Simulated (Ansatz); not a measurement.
## Te, one cell by several methods

```yaml
crystal:
  lattice:
    - [4.45800, -0.06687, -0.06687]
    - [-2.28691, 3.89418, -0.02448]
    - [-0.08887, -0.08887, 5.92500]
  atoms:
    - { symbol: Te, position: [0.74500, 0.00000, 0.33333] }
    - { symbol: Te, position: [0.00000, 0.74500, 0.66667] }
    - { symbol: Te, position: [0.25500, 0.25500, 0.00000] }
```

Atom numbers follow the list: Te1, Te2, Te3.

The cell is COD entry 1531230, as deposited and not checked against the literature; nothing was relaxed. The listed cell was then made from it by scaling, straining or moving an atom.

Spin–orbit coupling is left out, though it moves levels of the heavy atoms by tenths of an eV or more.

Levels of theory: DFT, LDA, PAW with Ansatz's default frozen-core files, scalar-relativistic (Ansatz 0.2.0); DFT, LDA, all-electron PAW with datasets made for the crystal, scalar-relativistic (Ansatz 0.2.0); DFT, LDA, all-electron LAPW, scalar-relativistic (Ansatz 0.2.0).

For PAW: a Γ-centred 9×9×6 k mesh, Fermi–Dirac smearing of 0.08 eV, cutoff 420 eV, no spin polarisation; the PAW files were made with PBE, and the program remakes their frozen cores for this functional. The crystal-made all-electron datasets (AE datasets) take a cutoff of 140 eV at this cell. LAPW targets a basis error of 0.5 meV/atom. The Ansatz runs share mesh, smearing and spin set-up. Plane-wave (PAW) pressures include the program's estimate of the Pulay term.

Stress and pressure are positive in compression.

The change that made this cell: equal xy, yz and zx engineering shear strains of -3 %.

```tsv
quantity	PAW	AE datasets	LAPW
pressure (GPa)	-0.23	-0.21	-0.21
stress xx (GPa)	-1.14	-1.12	-1.12
stress yy (GPa)	0.30	0.32	0.32
stress zz (GPa)	0.16	0.18	0.18
stress yz (GPa)	1.55	1.55	1.55
stress xz (GPa)	0.73	0.73	0.73
stress xy (GPa)	-0.11	-0.11	-0.11
force on Te1, x (eV/Å)	-0.354	-0.354	-0.353
force on Te2, y (eV/Å)	-0.558	-0.558	-0.558
force on Te3, y (eV/Å)	0.515	0.515	0.515
```
